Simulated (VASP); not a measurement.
Input of a VASP 6.6.1 run:

File INCAR:

```
PREC = Accurate ; ENCUT = 520
EDIFF = 1E-7 ; ISMEAR = -1
SIGMA = 0.05 ; LREAL = F
LASPH = T ; NELM = 60
ALGO = Normal ; ISIF = 2
LWAVE = F ; LCHARG = T
LDIPOL = T ; IDIPOL = 3
DIPOL = 0.5 0.5 0.294 ; GGA = PE
LELF = T ; LVHAR = T
LVACPOTAV = T ; NBANDS = 8
```

KPOINTS

```
Automatic mesh
0
Gamma
  10 10 1
```

The input POSCAR:

```
Li
1.0
    3.0922500000      0.0000000000      0.0000000000
   -1.5461200000      2.6779600000      0.0000000000
    0.0000000000      0.0000000000     23.8000000000
Li
1
Direct
    0.0000000000      0.0000000000      0.2941200000
```

Potentials or basis: VASP PAW PBE potentials, release 64 (Li_sv).

The run is started by

```bash
$ cat potpaw_PBE.64/Li_sv/POTCAR > POTCAR
$ mpirun -np 1 vasp_std > vasp.out
```

Task: What does it give for the work function of the upper face?

Result: 3.41 eV.

Task: Estimate the band gap on the k mesh.

Result: None (metal or under the smearing width).
